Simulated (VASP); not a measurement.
Here is a VASP 6.6.1 calculation.

INCAR

```
ALGO = Normal ; EDIFF = 1E-8
ENCUT = 520 ; GGA = PE
ISIF = 2 ; ISMEAR = 0
ISPIN = 2 ; LASPH = True
LCHARG = False ; LEFG = True
LMAXMIX = 4 ; LORBIT = 11
LREAL = False ; LWAVE = False
MAGMOM = 1 0 ; NELM = 120
PREC = Accurate ; SIGMA = 0.02
```

The input KPOINTS:

```
k-points
0
Gamma
  10 10 10
```

File POSCAR:

```
NiO
1.0
    0.0000000000      2.2406300000      2.2406300000
    2.2406300000      0.0000000000      2.2406300000
    2.2406300000      2.2406300000      0.0000000000
Ni O
1 1
Direct
    0.0000000000      0.0000000000      0.0000000000
    0.7500000000      0.7500000000      0.7500000000
```

Potentials or basis: VASP PAW PBE potentials, release 64 (Ni, O).

Command:

```bash
$ cat potpaw_PBE.64/Ni/POTCAR potpaw_PBE.64/O/POTCAR > POTCAR
$ mpirun -np 1 vasp_std > vasp.out
```

(1) Predict the site moments.

(2) Estimate the net moment.

(3) Predict the band gap on the k mesh.

## Answers

(1) Ni +1.51; O +0.37 μB.

(2) 1.94 μB per cell.

(3) none (metal or under the smearing width).

Caveat: a cell with one magnetic atom can't hold antiferromagnetic order, which such compounds often take; semilocal functionals often make such compounds metallic where correlation or magnetic order opens a gap, which also shifts bond lengths.
